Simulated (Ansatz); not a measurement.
Relaxed CaF₂ (fluorite):

```yaml
crystal:
  lattice:
    - [0.00000, 2.71960, 2.71960]
    - [2.71960, 0.00000, 2.71960]
    - [2.71960, 2.71960, 0.00000]
  atoms:
    - { symbol: Ca, position: [0.00000, 0.00000, 0.00000] }
    - { symbol: F, position: [0.25000, 0.25000, 0.25000] }
    - { symbol: F, position: [0.75000, 0.75000, 0.75000] }
```

In each cell atom 3 (F, nearest neighbour Ca at 2.355 Å; its periodic images, 3.8 Å or more away, move with it) moves by s·(0.707, 0.707, 0.000) (along Cartesian [110]), the rest being held.

All values below come from r2SCAN (plane waves to 500 eV, PAW, scalar-relativistic; Ansatz, an electronic-structure program). k mesh 9×9×9 (Γ-centred), Fermi-Dirac smearing 0.05 eV. The energy includes the smearing's −TS. CaF2 was relaxed with its symmetry unable to fall. The zero of ΔE is the undisplaced structure.

```
s (Å)   ΔE (meV/cell)
------  -------------
-0.470            632
-0.376       withheld
-0.282            209
-0.188             90
-0.094             22
0.000               0
0.094              22
0.188              90
0.282             209
0.376        withheld
0.470             632
```

**Question.** Fit an even polynomial form (powers 2, 4) to the given rows and predict ΔE at s = -0.376.

**Answer.** Least squares on the 9 given rows: ΔE = (2494)·s² + (1662)·s⁴, in meV/cell with s in Å; root-mean-square residual 0.2 meV/cell. At -0.376 the fit gives 386 meV/cell; the calculation gives 386 meV/cell, the same to the digits shown. The quadratic term alone would give 353 meV/cell.

(For displaced atoms, the force is minus the slope of the energy, and its curvature is a force constant, which sets phonon frequencies.)
